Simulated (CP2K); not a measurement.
The system is Re.

```
CELL_PARAMETERS angstrom
2.79307 0.00000 0.00000
1.39654 2.41887 0.00000
1.39654 0.80629 2.28053
ATOMIC_POSITIONS crystal
Re 0.00000 0.00000 0.00000
```

This isn't the form of Re at room conditions, which is hcp.

Program: CP2K 2026.2. Alike in all runs: task single point; no spin polarisation; cell as given; k mesh 12 × 12 × 12.

Problem. Order these runs on this cell by their pressure, lowest first.
A. level RPBE; potentials or basis POTENTIAL_UZH Re GTH-PBE-q15; TZVP-MOLOPT-PBE-GTH basis; smearing gaussian 0.02 eV; potentials Re GTH-PBE-q15 of POTENTIAL_UZH
B. level PBE; potentials or basis POTENTIAL_UZH Re GTH-PBE-q15; TZVP-MOLOPT-PBE-GTH basis; smearing fermi-dirac 0.05 eV; potentials Re GTH-PBE-q15 of POTENTIAL_UZH
C. level LDA; potentials or basis GTH_POTENTIALS Re GTH-PADE-q15; TZVP-MOLOPT-PBE-GTH basis; smearing gaussian 0.05 eV; potentials Re GTH-PADE-q15 of GTH_POTENTIALS

Solution. C (-27.5 GPa), B (-10.7 GPa), A (-7.9 GPa).

Caveats: the basis of atomic orbitals isn't converged, which shifts pressures, moduli and gaps; so large a pressure means that the cell lies far from this level's equilibrium, or that cutoff or potentials fall short (some runs); the potentials were made for another functional, which shifts forces and pressure (some runs).
